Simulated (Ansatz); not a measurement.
**Zr: how the settings move a single-point run**

Question: which choices in the input matter for Zr?

Program: Ansatz 0.2.0. Level of theory: reference: DFT, LDA, all-electron LAPW, scalar-relativistic. These are calculated values, not measurements.

1 further run of the same task is left out (it didn't finish).

## (1) The structure to begin with

Symmetry: Im-3m, No. 229, cubic system. The conventional cell has a = 3.620 Å, b = 3.620 Å, c = 3.620 Å, α = 90.00°, β = 90.00°, γ = 90.00°. Zr (site symmetry m-3m) is surrounded by 8 Zr at 3.14 Å.

Structure file:

```cif
data_structure
_symmetry_space_group_name_H-M 'P 1'
_symmetry_Int_Tables_number 1
_cell_length_a 3.1350
_cell_length_b 3.1350
_cell_length_c 3.1350
_cell_angle_alpha 109.471
_cell_angle_beta 109.471
_cell_angle_gamma 109.471
_cell_volume 23.72
loop_
_atom_site_label
_atom_site_type_symbol
_atom_site_fract_x
_atom_site_fract_y
_atom_site_fract_z
_atom_site_occupancy
Zr1 Zr 0.00000 0.00000 0.00000 1
```

## (2) Baseline

input.yaml

```yaml
crystal:
  lattice:
    - [-1.81, 1.81, 1.81]
    - [1.81, -1.81, 1.81]
    - [1.81, 1.81, -1.81]
  atoms:
    - { symbol: Zr, position: [0.0, 0.0, 0.0] }
kpoints:
  mp_grid: { grid: [16, 16, 16] }
  band_path:
    path:
      - [0.0, 0.0, 0.0]
      - [0.5, -0.5, 0.5]
      - [0.0, 0.0, 0.5]
      - [0.0, 0.0, 0.0]
      - [0.25, 0.25, 0.25]
      - [0.5, -0.5, 0.5]
      - [0.25, 0.25, 0.25]
      - [0.0, 0.0, 0.5]
    npoints: 5
scf:
  occupations: { method: fermi_dirac, width: 0.03 }
hamiltonian:
  xc: lda
  pseudopotentials: { kind: all_electron, lapw: { basis_error: 0.0005 } }
output:
  forces: true
  stress: true
  eigenvalues: true
```

On the command line:

```sh
$ ansatz run input.yaml --threads 1 --pin off --max-ram 2048MiB --backend cpu --events-out ev --progress --plain --runs-dir out
```

## (3) Changing settings: mp_grid.grid [5, 5, 5]

Edit input.yaml of step 2 so:

```diff
@@ -8,3 +8,3 @@
 kpoints:
-  mp_grid: { grid: [16, 16, 16] }
+  mp_grid: { grid: [5, 5, 5] }
   band_path:
```

Before running it: what results should come out? Wanted: for each run, ending; energy change; pressure; gap; force.

**Answer**, as computed:

```csv
run,ending,energy change,pressure (GPa),gap (eV),force (eV/Å),cycles,time
reference,converged,0,-9.5,0.00,0.00,7,11 s
"1: mp_grid.grid [5, 5, 5]",converged,-52.9 meV/atom,-9.8,0.00,0.00,5,1.9 s
```

Residual by cycle in the longest SCF loop of each run; runs are numbered as in the table. The quantity is the density residual dr2, in eV.

```csv
cycle,reference,run 1
1,0.0362,0.0347
2,0.00992,0.00315
3,0.00377,2.9e-4
4,6.9e-4,5.1e-6
5,3.2e-5,1.1e-8
6,1.7e-6,-
7,1.1e-8,-
```

**Reading.** Changing the k-point mesh moves the energy by -52.9 meV/atom. Sampling errors of the energy have no fixed sign. Cost: 5 SCF cycles against 7, 1.9 s against 11 s.
